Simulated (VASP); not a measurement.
# P (R-3m) in VASP: a series of runs

One crystal, P, is run at these levels: revPBE+D4, PBE; tasks: relaxation of the atoms, single point.

Program: VASP 6.6.1. These are calculated values, not measurements. Logs are shortened: lines on timing, memory, paths and dates and some standing lists are left out, and cuts for length are marked.

### 1 The crystal as given

The structure is trigonal, space group R-3m (No. 166). Conventional cell: a = 3.451 Å, b = 3.451 Å, c = 9.389 Å, α = 90.00°, β = 90.00°, γ = 120.00°. Around P (site symmetry 3m) lie 3 P at 2.29 Å.

This isn't the form of P at room conditions, which is orthorhombic.

### 2 Relaxation of the atoms, revPBE+D4 (cell strained at random at fixed volume)

Input file INCAR:

```
SYSTEM = P
PREC     = Accurate       ! precision mode
ENCUT    = 600            ! plane-wave cutoff, eV
EDIFF    = 1E-4           ! SCF threshold, eV
ISMEAR   = -1             ! smearing method
SIGMA    = 0.05           ! smearing width, eV
LREAL    = .False.        ! projectors in reciprocal space
LASPH    = .True.         ! aspherical terms in the spheres
NELM     = 60             ! most SCF steps
ALGO     = Fast           ! electronic algorithm
ISIF     = 2              ! what is computed and relaxed
LWAVE    = .False.        ! write WAVECAR
LCHARG   = .False.        ! write CHGCAR
GGA      = RE             ! functional
IVDW     = 13             ! dispersion correction
IBRION   = 2              ! ionic algorithm
NSW      = 60             ! ionic steps
EDIFFG   = -0.01          ! ionic threshold
```

Input file KPOINTS:

```
Automatic mesh
0
Gamma
  9 9 9
  0 0 0
```

Input file POSCAR:

```
P
1.0
    1.7252020000      1.0431720000      3.1731130000
   -1.6869760000      0.9768820000      3.1731390000
   -0.0382960000     -1.9774530000      3.1595630000
P
2
Selective dynamics
Direct
    0.7729197500      0.7729197500      0.7729197500  F F F
    0.2270802500      0.2270802500      0.2270802500  T T T
```

Potentials or basis: VASP PAW PBE potentials, release 64 (P_GW).

The run is started by

```console
$ cat potpaw_PBE.64/P_GW/POTCAR > POTCAR
$ mpirun -np 1 vasp_std > vasp.out
```

OUTCAR:

```text
SYSTEM = P
   PREC = Accurate
   ENCUT = 600
   EDIFF = 1E-4
   ISMEAR = -1
   LREAL = .False.
   LASPH = .True.
   NELM = 60
   ISIF = 2
   GGA = RE
   IVDW = 13
   IBRION = 2
   NSW = 60
   EDIFFG = -0.01

 ion  position               nearest neighbor table
   1  0.773  0.773  0.773-   2 2.25   2 2.31   2 2.31
   2  0.227  0.227  0.227-   1 2.25   1 2.31   1 2.31

  LATTYP: Found a triclinic cell.
 ALAT       =     3.3832566179
 B/A-ratio  =     1.0338424065
 C/A-ratio  =     1.1007472172
 COS(alpha) =     0.0014441417
 COS(beta)  =     0.4532198930
 COS(gamma) =     0.5084316341

  Lattice vectors:

 A1 = (   1.6486800000,  -2.9543350000,  -0.0135760000)
 A2 = (  -1.7634980000,  -3.0206250000,  -0.0135500000)
 A3 = (   1.6869760000,  -0.9768820000,  -3.1731390000)

Analysis of symmetry for initial positions (statically):
=====================================================================
 Subroutine PRICEL returns:
 Original cell was already a primitive cell.

 Routine SETGRP: Setting up the symmetry group for a
 triclinic supercell.

 Subroutine GETGRP returns: Found  2 space group operations
 (whereof  2 operations were pure point group operations)
 out of a pool of  2 trial point group operations.

The static configuration has the point symmetry S_2 .

Analysis of symmetry for dynamics (positions and initial velocities):
=====================================================================
 Subroutine PRICEL returns:
 Original cell was already a primitive cell.

 Routine SETGRP: Setting up the symmetry group for a
 triclinic supercell.

 Subroutine GETGRP returns: Found  2 space group operations
 (whereof  2 operations were pure point group operations)
 out of a pool of  2 trial point group operations.

The dynamic configuration has the point symmetry S_2 .

Analysis of constrained symmetry for selective dynamics:
=====================================================================
 Subroutine PRICEL returns:
 Original cell was already a primitive cell.

 Routine SETGRP: Setting up the symmetry group for a
 triclinic supercell.

 Subroutine GETGRP returns: Found  1 space group operations
 (whereof  1 operations were pure point group operations)
 out of a pool of  2 trial point group operations.

The constrained configuration has the point symmetry C_1 .

 Subroutine INISYM returns: Found  1 space group operations
 (whereof  1 operations are pure point group operations),
 and found     1 'primitive' translations

----------------------------------------------------------------------------------------

                                     Primitive cell

  volume of cell :      32.2875

  direct lattice vectors                    reciprocal lattice vectors
     1.725202000  1.043172000  3.173113000     0.289934717  0.161319274  0.104477936
    -1.686976000  0.976882000  3.173139000    -0.296420085  0.172587227  0.104423120
    -0.038296000 -1.977453000  3.159563000     0.006515620 -0.335339902  0.106701663

  length of vectors
     3.759411639  3.724110307  3.727549504     0.347852968  0.358546239  0.351966686

  position of ions in fractional coordinates (direct lattice)
     0.772919750  0.772919750  0.772919750
     0.227080250  0.227080250  0.227080250

  ion indices of the primitive-cell ions
   primitive index   ion index
                 1           1
                 2           2

----------------------------------------------------------------------------------------

 KPOINTS: Automatic mesh

Automatic generation of k-mesh.
 Grid dimensions read from file:
 generate k-points for:    9    9    9

 Generating k-lattice:

  Cartesian coordinates                     Fractional coordinates (reciprocal lattice)
     0.032214969  0.017924364  0.011608660     0.111111111 -0.000000000  0.000000000
    -0.032935565  0.019176359  0.011602569     0.000000000  0.111111111  0.000000000
     0.000723958 -0.037259989  0.011855740     0.000000000  0.000000000  0.111111111

  Length of vectors
     0.038650330  0.039838471  0.039107410

  Shift w.r.t. Gamma in fractional coordinates (k-lattice)
     0.000000000  0.000000000  0.000000000

 Subroutine IBZKPT returns following result:
 ===========================================

 Found    365 irreducible k-points:

 Following reciprocal coordinates:
            Coordinates               Weight
  0.000000  0.000000  0.000000      1.000000
  0.111111 -0.000000  0.000000      2.000000
  0.222222 -0.000000  0.000000      2.000000
  0.333333  0.000000 -0.000000      2.000000
  0.444444 -0.000000  0.000000      2.000000
  0.000000  0.111111  0.000000      2.000000
[... 16 lines left out ...]
 -0.111111  0.222222  0.000000      2.000000
  0.000000  0.333333  0.000000      2.000000
 [... further k-points ...]
   k-points           NKPTS =    365   k-points in BZ     NKDIM =    365   number of bands    NBANDS=      9
   number of dos      NEDOS =    301   number of ions     NIONS =      2
   total plane-waves  NPLWV =  27000
   dimension x,y,z NGX =    30 NGY =   30 NGZ =   30
   dimension x,y,z NGXF=    60 NGYF=   60 NGZF=   60
   ions per type =               2
   NGX,Y,Z   is equivalent  to a cutoff of  13.27, 13.39, 13.38 a.u.
   NGXF,Y,Z  is equivalent  to a cutoff of  26.53, 26.78, 26.76 a.u.
 SYSTEM =  P
   PREC   = accura    normal or accurate (medium, high low for compatibility)
   ISTART =      0    job   : 0-new  1-cont  2-samecut
   ICHARG =      2    charge: 1-file 2-atom 10-const
   ISPIN  =      1    spin polarized calculation?
   LNONCOLLINEAR =      F non collinear calculations
   LSORBIT =      F    spin-orbit coupling
   LASPH  =      T    aspherical Exc in radial PAW
   ENCUT  =  600.0 eV  44.10 Ry    6.64 a.u.   7.51  7.44  7.44*2*pi/ulx,y,z
   NELM   =     60;   NELMIN=  2; NELMDL= -5     # of ELM steps
   EDIFF  = 0.1E-03   stopping-criterion for ELM
   LREAL  =      F    real-space projection
   EDIFFG = -.1E-01   stopping-criterion for IOM
   NSW    =     60    number of steps for IOM
   IBRION =      2    ionic relax: 0-MD 1-quasi-New 2-CG
   NFREE  =      1    steps in history (QN), initial steepest desc. (CG)
   ISIF   =      2    stress and relaxation
   ISYM   =      2    0-nonsym 1-usesym 2-fastsym
   POTIM  = 0.5000    time-step for ionic-motion
   TEBEG  =    0.0;   TEEND  =   0.0 temperature during run
   PSTRESS=    0.0 pullay stress
   NELECT =      10.0000    total number of electrons
   NUPDOWN=      -1.0000    fix difference up-down
   EMIN   =  10.00;   EMAX   =-10.00  energy-range for DOS
   EFERMI =   0.00;   METHOD = LEGACY
   ISMEAR =    -1;   SIGMA  =   0.05  broadening in eV -4-tet -1-fermi 0-gaus
   EFERMI_NEDOS =   21; number of points for ismear=-14 and -15
   IALGO  =     68    algorithm
   IMIX   =      4    mixing-type and parameters
     AMIX     =   0.40;   BMIX     =  1.00
     AMIX_MAG =   1.60;   BMIX_MAG =  1.00
  volume/ion in A,a.u.               =      16.14       108.94
  Fermi-wavevector in a.u.,A,eV,Ry     =   1.107636  2.093128 16.692398  1.226857
  Thomas-Fermi vector in A             =   2.244152
   LORBIT       =      0    0 simple, 1 ext, 2 COOP (PROOUT), +10 PAW based schemes
   GGA     = RE    functional components
   LHFCALC =     F    Hartree Fock is set to
   AEXX    =    0.0000 exact exchange contribution
   IVDW    =    13    specifies the selected vdW correction
   LEPSILON=     F    determine dielectric tensor
   LRPA    =     F    only Hartree local field effects (RPA)
 conjugate gradient relaxation of ions
 non-spin polarized calculation
 RMM-DIIS sequential band-by-band and
  energy-cutoff  :      600.00
  volume of cell :       32.29
 maximum number of plane-waves:      1093
 NGX is ok and might be reduce to    30
   NGX = 15   NGY = 15   NGZ = 15

--------------------------------------- Ionic step        1  -------------------------------------------

 number of electron      10.0000000 magnetization

 Free energy of the ion-electron system (eV)
  ---------------------------------------------------
  ext. energy  EPLUGINS =         0.00000000
  ---------------------------------------------------
  free energy    TOTEN  =        -9.94580476 eV

  energy without entropy =       -9.94272399  energy(sigma->0) =       -9.94426437

------------------------ aborting loop because EDIFF is reached ----------------------------------------

  DFT-D4 for vdW energy calculation

  Edisp (eV):   -1.78262

  FORCE on cell =-STRESS in cart. coord.  units (eV):
  Direction    XX          YY          ZZ          XY          YZ          ZX
  --------------------------------------------------------------------------------------
  -------------------------------------------------------------------------------------
  Total      -0.49864    -1.06496    -1.48996    -0.61717    -0.26291     0.36539
  in kB     -24.74380   -52.84576   -73.93534   -30.62543   -13.04635    18.13145
  external pressure =      -50.51 kB  Pullay stress =        0.00 kB
[... 261 lines left out ...]
  energy  without entropy=      -11.7283143611  energy(sigma->0) =      -11.73001165

--------------------------------------- Ionic step        8  -------------------------------------------

 number of electron      10.0000000 magnetization

 Free energy of the ion-electron system (eV)
  ---------------------------------------------------
  ext. energy  EPLUGINS =         0.00000000
  ---------------------------------------------------
  free energy    TOTEN  =        -9.94899033 eV

  energy without entropy =       -9.94560643  energy(sigma->0) =       -9.94729838

 E-fermi :   8.4920     XC(G=0): -10.7791

 val. band max:        8.4739492111   @ k =  -0.1111  -0.0000   0.3333
 cond. band min:       8.5035149774   @ k =  -0.1111   0.3333   0.0000
 fundamental gap:      0.0295657662
 Fermi energy:         8.4919579840

 k-point     1 :       0.0000    0.0000    0.0000
  band No.  band energies     occupation
      1      -7.9886      2.00000
      2       4.7863      2.00000
      3       5.0375      2.00000
      4       5.7065      2.00000
      5       5.9505      2.00000
      6       9.9713      0.00000
      7      11.0407      0.00000
      8      11.5441      0.00000
      9      14.0442      0.00000
[... 265 lines left out ...]
 k-point    24 :       0.0000    0.3333    0.0000
  band No.  band energies     occupation
      1      -6.1385      2.00000
      2      -0.7723      2.00000
      3       4.7432      2.00000
      4       4.9556      2.00000
      5       7.2398      2.00000
      6       8.8245      0.00258
      7       9.2919      0.00000
      8       9.4323      0.00000
      9      14.8325      0.00000

 [... further k-points ...]

------------------------ aborting loop because EDIFF is reached ----------------------------------------

  DFT-D4 for vdW energy calculation

  Edisp (eV):   -1.78274

  FORCE on cell =-STRESS in cart. coord.  units (eV):
  Direction    XX          YY          ZZ          XY          YZ          ZX
  --------------------------------------------------------------------------------------
  -------------------------------------------------------------------------------------
  Total      -0.66673    -1.26537    -1.69443    -0.61069    -0.19014     0.33225
  in kB     -33.08442   -62.79078   -84.08140   -30.30372    -9.43494    16.48715
  external pressure =      -59.99 kB  Pullay stress =        0.00 kB
[... 17 lines left out ...]
  FREE ENERGIE OF THE ION-ELECTRON SYSTEM (eV)
  ---------------------------------------------------
  free  energy   TOTEN  =       -11.7317315113 eV

  energy  without entropy=      -11.7283476112  energy(sigma->0) =      -11.73003956

 reached required accuracy - stopping structural energy minimisation
```

It took 2.7 min on 1 thread of AMD EPYC 9R45 (Zen 5), shared host; peak memory 0.24 GiB.

These settings aren't checked as converged (typed here: EDIFF = 0.0001): the numbers below hold their error.

What came out:

```yaml
Free_energy: -11.7317 eV
Energy_gained_by_relaxing: 1.7 meV/atom
Ionic_steps: 8
Pressure_after_relaxing: -6.0 GPa
Band_gap_on_the_k_mesh: none (metal or under the smearing width)
Dispersion_energy_per_atom: -0.891 eV
```

Caveat: the PAW data sets were made with another functional, which shifts forces and pressure a little; pairwise dispersion overbinds metals, which lowers pressure and volume.

### 3 Single point, PBE

Input file INCAR:

```
ALGO = Normal ; EDIFF = 1E-7
ENCUT = 500 ; GGA = PE
ISIF = 2 ; ISMEAR = 0
LASPH = True ; LCHARG = True
LELF = True ; LREAL = False
LVHAR = True ; LWAVE = False
NBANDS = 12 ; NELM = 60
PREC = Accurate ; SIGMA = 0.02
```

Input file KPOINTS:

```
k-points
0
Gamma
  9 9 9
```

Input file POSCAR:

```
P
3.7102
    0.465129960110      0.268542907687      0.843534044553
   -0.465129960110      0.268542907687      0.843534044553
    0.000000000000     -0.537085815347      0.843534044553
P
2
Direct
    0.7729197500      0.7729197500      0.7729197500
    0.2270802500      0.2270802500      0.2270802500
```

Potentials or basis: VASP PAW PBE potentials, release 64 (P).

The run is started by

```console
$ cat potpaw_PBE.64/P/POTCAR > POTCAR
$ mpirun -np 1 vasp_std > vasp.out
```

It took 17 s on 1 thread of AMD EPYC 9R45 (Zen 5), shared host; peak memory 0.13 GiB.

The run converged. Its results:

```
Free energy            : -10.6529 eV
Pressure               : 1.5 GPa
Largest force          : 0.182 eV/Å
Band gap on the k mesh : none (metal or under the smearing width)
```

Forces in eV/Å, atoms in the order of the input:
```
P    0.000  0.000 -0.182
P    0.000  0.000  0.182
```

Stress tensor (GPa, compression positive):
```
2.04 0.00 0.00
0.00 2.04 0.00
0.00 0.00 0.49
```

Levels at points of the mesh, in eV from the Fermi level:
| k point | band 1 | band 2 | band 3 | band 4 | band 5 | band 6 | band 7 | band 8 | band 9 | band 10 |
| --- | --- | --- | --- | --- | --- | --- | --- | --- | --- | --- |
| (0.00, 0.00, 0.00) | -16.65 | -3.75 | -3.28 | -3.03 | -3.03 | 1.21 | 2.51 | 2.51 | 5.68 | 5.68 |

### 4 The reference run

An earlier run on the cell as given: functional PBE; potentials or basis VASP PAW PBE potentials, release 64 (P); cutoff 520 eV; k mesh 9 × 9 × 9; occupations fermi-dirac, width 0.05 eV; no spin polarisation.

* Pressure: 1.5 GPa
* Largest force: 0.192 eV/Å
* Band gap on the k mesh: none (metal or under the smearing width)
